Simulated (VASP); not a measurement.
A convergence study with VASP on LiI (rock salt): one setting is varied, all else stays as given below, so the limit is that of these other settings.

```yaml
crystal:
  lattice:
    - [0.00000, 3.01000, 3.01000]
    - [3.01000, 0.00000, 3.01000]
    - [3.01000, 3.01000, 0.00000]
  atoms:
    - { symbol: Li, position: [0.00000, 0.00000, 0.00000] }
    - { symbol: I, position: [0.50000, 0.50000, 0.50000] }
```

Level of theory: PBE GGA, VASP's PBE PAW potentials (set 64) (plane waves; VASP). The tightest run used: 700 eV cut-off, 17×17×17 Γ-centred mesh, Gaussian smearing of 0.050 eV, potentials Li_sv I.

The reference is 17×17×17 mesh, which took about 2 core-minutes. The timings are rough (shared machines, no repeats); factors under 2 mean little.

Task: Of the settings 1×1×1 mesh; 2×2×2 mesh; 3×3×3 mesh; 4×4×4 mesh; 5×5×5 mesh; 6×6×6 mesh; 7×7×7 mesh; 8×8×8 mesh; 9×9×9 mesh; 10×10×10 mesh; 11×11×11 mesh; 12×12×12 mesh; 13×13×13 mesh; 14×14×14 mesh; 15×15×15 mesh; 16×16×16 mesh; 17×17×17 mesh, which is the lowest that keeps the difference from the reference in E (eV/atom) within 0.001 from there on, and what does it cost?

Result: 6×6×6 mesh; its cost over the reference is about 1/8.
```csv
setting,difference in E (eV/atom),cost over the reference
1×1×1 mesh,3.6667,about 1/20
2×2×2 mesh,0.3700,about 1/20
3×3×3 mesh,0.0483,about 1/20
4×4×4 mesh,0.0081,about 1/10
5×5×5 mesh,0.0015,about 1/10
6×6×6 mesh,0.0003,about 1/8
7×7×7 mesh,0.0001,about 1/7
8×8×8 mesh,0.0000,about 1/5
9×9×9 mesh,0.0000,about 1/4
10×10×10 mesh,0.0000,about 1/3
11×11×11 mesh,0.0000,about 1/3
12×12×12 mesh,0.0000,about 1/2
13×13×13 mesh,0.0000,within a factor of 2
14×14×14 mesh,0.0000,within a factor of 2
15×15×15 mesh,0.0000,within a factor of 2
16×16×16 mesh,0.0000,within a factor of 2
17×17×17 mesh,0.0000,reference
```

Left out are rungs that failed or repeat a setting and relaxations that didn't move; long series are thinned to 24 rows.

The compound is LiI in the rock salt structure. The cell was not relaxed at this level.
